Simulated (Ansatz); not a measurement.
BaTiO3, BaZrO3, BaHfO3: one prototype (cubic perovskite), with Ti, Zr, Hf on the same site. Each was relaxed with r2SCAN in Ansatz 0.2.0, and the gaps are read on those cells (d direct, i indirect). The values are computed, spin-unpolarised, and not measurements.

```csv
compound,a (Å),"gap, PBE (eV)","gap, r2SCAN (eV)","gap, HSE06 (eV)","mean ε∞, r2SCAN"
BaTiO3,3.994,1.82 i (R → Γ),2.17 i (R → Γ),3.21 i (R → Γ),6.0
BaZrO3,4.205,3.22 i (R → Γ),3.73 i (R → Γ),4.69 i (R → Γ),4.5
BaHfO3,4.177,3.66 i (R → Γ),4.19 i (R → Γ),5.18 i (R → Γ),4.3
```

From BaTiO3 to BaZrO3, a changes by +0.211 Å and the HSE06 gap by +1.48 eV. From BaZrO3 to BaHfO3, a changes by -0.028 Å and the HSE06 gap by +0.49 eV.

No spin-orbit coupling is included; it can move band edges with weight on the heavy atoms by tenths of an eV.

The meshes of the hybrids are coarse, so their gaps aren't converged to the digits shown.

For a response run the program warns that the ground state's bands aren't all converged, so ε∞ carries an extra error.
